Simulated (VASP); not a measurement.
# TiO (Pm-3m) in VASP: further runs

Aim: see how the results for TiO move with the level of theory and the settings. Levels: PBEsol, LDA. Tasks: relaxation of cell and atoms.

All numbers are computed with VASP 6.6.1; they aren't measurements. Logs are shortened: lines on timing, memory, paths and dates and some standing lists are left out, and cuts for length are marked.

## 1. The crystal as given

The structure is cubic, space group Pm-3m (No. 221). Conventional cell: a = 4.087 Å, b = 4.087 Å, c = 4.087 Å, α = 90.00°, β = 90.00°, γ = 90.00°. Around Ti (site symmetry 4/mmm) lie 4 O at 2.04 Å. O (site symmetry 4/mmm) has 4 Ti at 2.04 Å as nearest neighbours.

The cell comes from a database or a generator and needn't be the stable form of this composition.

## 2. Relaxation of cell and atoms, PBEsol

Contents of INCAR:

```
PREC     = Accurate       # precision mode
ENCUT    = 600            # plane-wave cutoff, eV
EDIFF    = 1E-7           # SCF threshold, eV
ISMEAR   = 0              # smearing method
SIGMA    = 0.1            # smearing width, eV
LREAL    = False          # projectors in reciprocal space
LASPH    = True           # aspherical terms in the spheres
NELM     = 60             # most SCF steps
ALGO     = Normal         # electronic algorithm
ISIF     = 3              # what is computed and relaxed
LWAVE    = False          # write WAVECAR
LCHARG   = False          # write CHGCAR
GGA      = PS             # functional
IBRION   = 2              # ionic algorithm
NSW      = 90             # ionic steps
EDIFFG   = -0.005         # ionic threshold
```

Contents of KPOINTS:

```
regular mesh
0
Gamma
  10 10 10
```

Contents of POSCAR:

```
TiO
1.0
    4.0866680000      0.0000000000      0.0000000000
    0.0000000000      4.0866680000      0.0000000000
    0.0000000000      0.0000000000      4.0866680000
Ti O
3 3
Direct
    0.5000000000      0.5000000000      0.0000000000
    0.0000000000      0.5000000000      0.5000000000
    0.5000000000      0.0000000000      0.5000000000
    0.0000000000      0.5000000000      0.0000000000
    0.5000000000      0.0000000000      0.0000000000
    0.0000000000      0.0000000000      0.5000000000
```

Potentials or basis: VASP PAW PBE potentials, release 64 (Ti_sv, O).

Started as:

```sh
$ cat potpaw_PBE.64/Ti_sv/POTCAR potpaw_PBE.64/O/POTCAR > POTCAR
$ mpirun -np 1 vasp_std > vasp.out
```

OUTCAR:

```text
PREC = Accurate
   ENCUT = 600
   EDIFF = 1E-7
   ISMEAR = 0
   LREAL = False
   LASPH = True
   NELM = 60
   ISIF = 3
   GGA = PS
   IBRION = 2
   NSW = 90
   EDIFFG = -0.005

 ion  position               nearest neighbor table
   1  0.500  0.500  0.000-   4 2.04   5 2.04   5 2.04   4 2.04   2 2.89   3 2.89   3 2.89   2 2.89
                             3 2.89   2 2.89   3 2.89   2 2.89
   2  0.000  0.500  0.500-   4 2.04   6 2.04   4 2.04   6 2.04   1 2.89   1 2.89   3 2.89   3 2.89
                             1 2.89   3 2.89   1 2.89   3 2.89
   3  0.500  0.000  0.500-   5 2.04   6 2.04   5 2.04   6 2.04   1 2.89   1 2.89   1 2.89   2 2.89
                             1 2.89   2 2.89   2 2.89   2 2.89
   4  0.000  0.500  0.000-   1 2.04   2 2.04   2 2.04   1 2.04
   5  0.500  0.000  0.000-   1 2.04   3 2.04   3 2.04   1 2.04
   6  0.000  0.000  0.500-   2 2.04   3 2.04   2 2.04   3 2.04

  LATTYP: Found a simple cubic cell.
 ALAT       =     4.0866680000

  Lattice vectors:

 A1 = (   4.0866680000,   0.0000000000,   0.0000000000)
 A2 = (   0.0000000000,   4.0866680000,   0.0000000000)
 A3 = (   0.0000000000,   0.0000000000,   4.0866680000)

Analysis of symmetry for initial positions (statically):
=====================================================================
 Subroutine PRICEL returns:
 Original cell was already a primitive cell.

 Routine SETGRP: Setting up the symmetry group for a
 simple cubic supercell.

 Subroutine GETGRP returns: Found 48 space group operations
 (whereof 48 operations were pure point group operations)
 out of a pool of 48 trial point group operations.

The static configuration has the point symmetry O_h .

Analysis of symmetry for dynamics (positions and initial velocities):
=====================================================================
 Subroutine PRICEL returns:
 Original cell was already a primitive cell.

 Routine SETGRP: Setting up the symmetry group for a
 simple cubic supercell.

 Subroutine GETGRP returns: Found 48 space group operations
 (whereof 48 operations were pure point group operations)
 out of a pool of 48 trial point group operations.

The dynamic configuration has the point symmetry O_h .

 Subroutine INISYM returns: Found 48 space group operations
 (whereof 48 operations are pure point group operations),
 and found     1 'primitive' translations

----------------------------------------------------------------------------------------

                                     Primitive cell

  volume of cell :      68.2509

  direct lattice vectors                    reciprocal lattice vectors
     4.086668000  0.000000000  0.000000000     0.244698126  0.000000000  0.000000000
     0.000000000  4.086668000  0.000000000     0.000000000  0.244698126  0.000000000
     0.000000000  0.000000000  4.086668000     0.000000000  0.000000000  0.244698126

  length of vectors
     4.086668000  4.086668000  4.086668000     0.244698126  0.244698126  0.244698126

  position of ions in fractional coordinates (direct lattice)
     0.500000000  0.500000000  0.000000000
     0.000000000  0.500000000  0.500000000
     0.500000000  0.000000000  0.500000000
     0.000000000  0.500000000  0.000000000
     0.500000000  0.000000000  0.000000000
     0.000000000  0.000000000  0.500000000

  ion indices of the primitive-cell ions
   primitive index   ion index
                 1           1
                 2           2
                 3           3
                 4           4
                 5           5
                 6           6

----------------------------------------------------------------------------------------

 KPOINTS: regular mesh

Automatic generation of k-mesh.
 Grid dimensions read from file:
 generate k-points for:   10   10   10

 Generating k-lattice:

  Cartesian coordinates                     Fractional coordinates (reciprocal lattice)
     0.024469813  0.000000000  0.000000000     0.100000000  0.000000000  0.000000000
     0.000000000  0.024469813  0.000000000     0.000000000  0.100000000  0.000000000
     0.000000000  0.000000000  0.024469813     0.000000000  0.000000000  0.100000000

  Length of vectors
     0.024469813  0.024469813  0.024469813

  Shift w.r.t. Gamma in fractional coordinates (k-lattice)
     0.000000000  0.000000000  0.000000000

 Subroutine IBZKPT returns following result:
 ===========================================

 Found     56 irreducible k-points:

 Following reciprocal coordinates:
            Coordinates               Weight
  0.000000  0.000000  0.000000      1.000000
  0.100000  0.000000  0.000000      6.000000
  0.200000  0.000000  0.000000      6.000000
  0.300000  0.000000  0.000000      6.000000
  0.400000  0.000000  0.000000      6.000000
  0.500000  0.000000  0.000000      3.000000
[... 16 lines left out ...]
  0.200000  0.100000  0.100000     24.000000
  0.300000  0.100000  0.100000     24.000000
 [... further k-points ...]
   k-points           NKPTS =     56   k-points in BZ     NKDIM =     56   number of bands    NBANDS=     32
   number of dos      NEDOS =    301   number of ions     NIONS =      6
   total plane-waves  NPLWV =  46656
   dimension x,y,z NGX =    36 NGY =   36 NGZ =   36
   dimension x,y,z NGXF=    72 NGYF=   72 NGZF=   72
   ions per type =               3   3
   NGX,Y,Z   is equivalent  to a cutoff of  14.64, 14.64, 14.64 a.u.
   NGXF,Y,Z  is equivalent  to a cutoff of  29.29, 29.29, 29.29 a.u.
 SYSTEM =  unknown system
   PREC   = accura    normal or accurate (medium, high low for compatibility)
   ISTART =      0    job   : 0-new  1-cont  2-samecut
   ICHARG =      2    charge: 1-file 2-atom 10-const
   ISPIN  =      1    spin polarized calculation?
   LNONCOLLINEAR =      F non collinear calculations
   LSORBIT =      F    spin-orbit coupling
   LASPH  =      T    aspherical Exc in radial PAW
   ENCUT  =  600.0 eV  44.10 Ry    6.64 a.u.   8.16  8.16  8.16*2*pi/ulx,y,z
   NELM   =     60;   NELMIN=  2; NELMDL= -5     # of ELM steps
   EDIFF  = 0.1E-06   stopping-criterion for ELM
   LREAL  =      F    real-space projection
   EDIFFG = -.5E-02   stopping-criterion for IOM
   NSW    =     90    number of steps for IOM
   IBRION =      2    ionic relax: 0-MD 1-quasi-New 2-CG
   NFREE  =      1    steps in history (QN), initial steepest desc. (CG)
   ISIF   =      3    stress and relaxation
   ISYM   =      2    0-nonsym 1-usesym 2-fastsym
   POTIM  = 0.5000    time-step for ionic-motion
   TEBEG  =    0.0;   TEEND  =   0.0 temperature during run
   PSTRESS=    0.0 pullay stress
   NELECT =      54.0000    total number of electrons
   NUPDOWN=      -1.0000    fix difference up-down
   EMIN   =  10.00;   EMAX   =-10.00  energy-range for DOS
   EFERMI =   0.00;   METHOD = LEGACY
   ISMEAR =     0;   SIGMA  =   0.10  broadening in eV -4-tet -1-fermi 0-gaus
   EFERMI_NEDOS =   21; number of points for ismear=-14 and -15
   IALGO  =     38    algorithm
   IMIX   =      4    mixing-type and parameters
     AMIX     =   0.40;   BMIX     =  1.00
     AMIX_MAG =   1.60;   BMIX_MAG =  1.00
  volume/ion in A,a.u.               =      11.38        76.76
  Fermi-wavevector in a.u.,A,eV,Ry     =   1.514154  2.861336 31.193567  2.292662
  Thomas-Fermi vector in A             =   2.623850
   LORBIT       =      0    0 simple, 1 ext, 2 COOP (PROOUT), +10 PAW based schemes
   GGA     = PS    functional components
   LHFCALC =     F    Hartree Fock is set to
   AEXX    =    0.0000 exact exchange contribution
   IVDW    =     0    specifies the selected vdW correction
   LEPSILON=     F    determine dielectric tensor
   LRPA    =     F    only Hartree local field effects (RPA)
 conjugate gradient relaxation of ions
 non-spin polarized calculation
 Gauss-broadening in eV      SIGMA  =   0.10
  energy-cutoff  :      600.00
  volume of cell :       68.25
 maximum number of plane-waves:      2301
 NGX is ok and might be reduce to    36
   NGX = 17   NGY = 17   NGZ = 17

--------------------------------------- Ionic step        1  -------------------------------------------

 number of electron      53.9999995 magnetization

 Free energy of the ion-electron system (eV)
  ---------------------------------------------------
  ext. energy  EPLUGINS =         0.00000000
  ---------------------------------------------------
  free energy    TOTEN  =       -55.95444656 eV

  energy without entropy =      -55.92807097  energy(sigma->0) =      -55.94125877

------------------------ aborting loop because EDIFF is reached ----------------------------------------

  FORCE on cell =-STRESS in cart. coord.  units (eV):
  Direction    XX          YY          ZZ          XY          YZ          ZX
  --------------------------------------------------------------------------------------
  -------------------------------------------------------------------------------------
  Total       -3.3289402     -3.3289402     -3.3289402     -0.0000000      0.0000000     -0.0000000
  in kB      -78.1463160    -78.1463160    -78.1463160     -0.0000000      0.0000000     -0.0000000
  external PRESSURE =     -78.1463160 kB  Pullay stress =       0.0000000 kB
[... 185 lines left out ...]
  energy  without entropy=      -55.9931103871  energy(sigma->0) =      -56.00588468

--------------------------------------- Ionic step        6  -------------------------------------------

 number of electron      53.9999997 magnetization

 Free energy of the ion-electron system (eV)
  ---------------------------------------------------
  ext. energy  EPLUGINS =         0.00000000
  ---------------------------------------------------
  free energy    TOTEN  =       -56.01866672 eV

  energy without entropy =      -55.99312590  energy(sigma->0) =      -56.00589631

 E-fermi :   8.3503     XC(G=0): -12.2487

 val. band max:        8.3437326167   @ k =   0.5000   0.5000   0.0000
 cond. band min:       8.3538214790   @ k =   0.4000   0.3000   0.2000
 fundamental gap:      0.0100888624
 Fermi energy:         8.3503025628

 k-point     1 :       0.0000    0.0000    0.0000
  band No.  band energies     occupation
      1     -48.5828      2.00000
      2     -48.4166      2.00000
      3     -48.4166      2.00000
      4     -25.2123      2.00000
      5     -25.2123      2.00000
      6     -25.2123      2.00000
[... 829 lines left out ...]
     31      10.2518      0.00000
     32      10.3618      0.00000

 [... further k-points ...]
[... 5 lines left out ...]
  --------------------------------------------------------------------------------------
  -------------------------------------------------------------------------------------
  Total       -0.0017904     -0.0017904     -0.0017904      0.0000000      0.0000000     -0.0000000
  in kB       -0.0436542     -0.0436542     -0.0436542      0.0000000      0.0000000     -0.0000000
  external PRESSURE =      -0.0436542 kB  Pullay stress =       0.0000000 kB
[... 21 lines left out ...]
  FREE ENERGIE OF THE ION-ELECTRON SYSTEM (eV)
  ---------------------------------------------------
  free  energy   TOTEN  =       -56.0186667238 eV

  energy  without entropy=      -55.9931259038  energy(sigma->0) =      -56.00589631

 reached required accuracy - stopping structural energy minimisation
```

Run time: 4.9 min. Hardware: 1 thread of Intel Xeon 6975P-C (Granite Rapids), shared host; peak memory 0.28 GiB.

What came out:

* Free energy: -56.0187 eV
* Relaxed volume: 10.95 Å³/atom
* Relaxed cell: a = 4.035 Å, b = 4.035 Å, c = 4.035 Å, α = 90.00°, β = 90.00°, γ = 90.00°
* Space group after relaxing (to 0.05 Å): Pm-3m (No. 221)
* Energy gained by relaxing: 10.7 meV/atom
* Ionic steps: 6
* Pressure after relaxing: 0.0 GPa
* Band gap on the k mesh: none (metal or under the smearing width)

The path:
| step | energy change (eV) | largest force (eV/Å) | pressure (GPa) | volume (Å³) |
| --- | --- | --- | --- | --- |
| 1 | 0.0000 | 0.0000 | -7.81 | 68.25 |
| 2 | 0.0252 | 0.0000 | 10.66 | 62.92 |
| 3 | -0.0642 | 0.0000 | -0.08 | 65.73 |
| 4 | -0.0642 | 0.0000 | 0.10 | 65.68 |
| 5 | -0.0642 | 0.0000 | -0.08 | 65.74 |
| 6 | -0.0642 | 0.0000 | 0.00 | 65.71 |

Final structure:
```xyz
6
Lattice="4.0353 0.0000 0.0000 0.0000 4.0353 0.0000 0.0000 0.0000 4.0353" Properties=species:S:1:pos:R:3 pbc="T T T"
Ti    2.0176    2.0176    0.0000
Ti    0.0000    2.0176    2.0176
Ti    2.0176    0.0000    2.0176
O     0.0000    2.0176    0.0000
O     2.0176    0.0000    0.0000
O     0.0000    0.0000    2.0176
```

Caveat: the PAW data sets were made with another functional, which shifts forces and pressure a little; semilocal functionals often make such compounds metallic where correlation or magnetic order opens a gap, which also shifts bond lengths.

## 3. Relaxation of cell and atoms, LDA

Edit INCAR of step 2 so:

```diff
@@ -12,3 +12,2 @@
 LCHARG   = False          # write CHGCAR
-GGA      = PS             # functional
 IBRION   = 2              # ionic algorithm
```

KPOINTS is that of step 2.

POSCAR is that of step 2.

Potentials or basis: VASP PAW LDA potentials, release 64 (Ti_sv, O).

Started as:

```sh
$ cat potpaw_LDA.64/Ti_sv/POTCAR potpaw_LDA.64/O/POTCAR > POTCAR
$ mpirun -np 1 vasp_std > vasp.out
```

It took 3.6 min on 1 thread of Intel Xeon 6975P-C (Granite Rapids), shared host; peak memory 0.25 GiB.

The run converged. Its results:

```yaml
Free_energy: -58.6200 eV
Relaxed_volume: 10.67 Å³/atom
Relaxed_cell: a = 4.000 Å, b = 4.000 Å, c = 4.000 Å, α = 90.00°, β = 90.00°, γ = 90.00°
Space_group_after_relaxing_to_0.05_Å: Pm-3m (No. 221)
Energy_gained_by_relaxing: 31.4 meV/atom
Ionic_steps: 4
Pressure_after_relaxing: 0.0 GPa
Band_gap_on_the_k_mesh: none (metal or under the smearing width)
```

The path:
| step | energy change (eV) | largest force (eV/Å) | pressure (GPa) | volume (Å³) |
| --- | --- | --- | --- | --- |
| 1 | 0.0000 | 0.0000 | -13.46 | 68.25 |
| 2 | 0.1172 | 0.0000 | 22.01 | 59.24 |
| 3 | -0.1886 | 0.0000 | -0.28 | 64.08 |
| 4 | -0.1886 | 0.0000 | 0.04 | 64.00 |

Final structure:
```
Ti O
1.0
     3.99994    0.00000    0.00000
     0.00000    3.99994    0.00000
     0.00000    0.00000    3.99994
Ti O
3 3
Direct
  0.50000 0.50000 0.00000
  0.00000 0.50000 0.50000
  0.50000 0.00000 0.50000
  0.00000 0.50000 0.00000
  0.50000 0.00000 0.00000
  0.00000 0.00000 0.50000
```

Levels at points of the mesh, in eV from the Fermi level:
| k point | band 24 | band 25 | band 26 | band 27 | band 28 | band 29 | band 30 | band 31 |
| --- | --- | --- | --- | --- | --- | --- | --- | --- |
| (0.00, 0.00, 0.00) | -3.09 | -3.09 | -1.68 | -1.68 | -1.68 | 1.35 | 1.35 | 1.35 |
| (0.50, 0.00, 0.00) | -3.80 | -2.69 | -1.25 | 0.41 | 0.41 | 0.70 | 1.41 | 1.64 |
| (0.50, 0.50, 0.00) | -2.61 | -1.30 | -0.81 | -0.01 | -0.01 | 1.99 | 2.02 | 2.11 |
| (0.50, 0.50, 0.50) | -3.07 | -0.71 | -0.71 | -0.71 | 0.78 | 2.82 | 2.82 | 2.82 |

Caveat: semilocal functionals often make such compounds metallic where correlation or magnetic order opens a gap, which also shifts bond lengths.
